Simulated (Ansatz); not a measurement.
Write the native input for Ansatz 0.2.0 that does the following.

* Task: single point
* Functional: HSE06 form with a typed share of exact exchange
* Potentials or basis: Ansatz PAW
* Cutoff: 420 eV (not typed: the program's choice for these potentials)
* k mesh: 4 × 4 × 4
* Occupations: fermi-dirac, width 0.05 eV
* Spin: no spin polarisation
* Screening (1/Å): 0.2
* Share of exact exchange: 0.2

BeTe:

```
Be Te
1.0
     1.78700   -4.79745    0.00000
     1.78700    4.79745    0.00000
     0.00000    0.00000    3.56915
Be Te
1 1
Direct
  0.50000 0.50000 0.50000
  0.00000 0.00000 0.00000
```

The cell was built by a generator and needn't be a form met in nature.

The input as run:

input

```
crystal:
  lattice:
    - [1.787, -4.79745, 0.0]
    - [1.787, 4.79745, 0.0]
    - [0.0, 0.0, 3.56915]
  atoms:
    - { symbol: Be, position: [0.5, 0.5, 0.5] }
    - { symbol: Te, position: [0.0, 0.0, 0.0] }
hamiltonian:
  xc: { exchange: pbe, correlation: pbe, exx: { coeff: 0.2, omega: 0.2 } }
  pseudopotentials: { kind: paw }
kpoints:
  mp_grid: { grid: [4, 4, 4] }
scf:
  occupations: { method: fermi_dirac, width: 0.05 }
output:
  forces: true
  stress: true
  eigenvalues: true
  write_density: true
  write_potential: true
  elf: true
  volumetric_format: npy
```

Results of the run:

```yaml
Pressure: -0.6 GPa
Band_gap_on_the_k_mesh: none (metal or under the smearing width)
```

Caveat: the k mesh is coarse (spacing up to 0.47 Å⁻¹), so the values aren't converged, least of all with exact exchange; the PAW data sets come from PBE, with cores solved anew for the run's functional, which leaves a small shift of forces and pressure; the thresholds are loose for stress.

Wall time 48 s on 1 × NVIDIA H100 80GB HBM3 with 2 threads of AMD EPYC 7R13 Processor (Zen 3), on a shared host, peak memory 2 GiB.
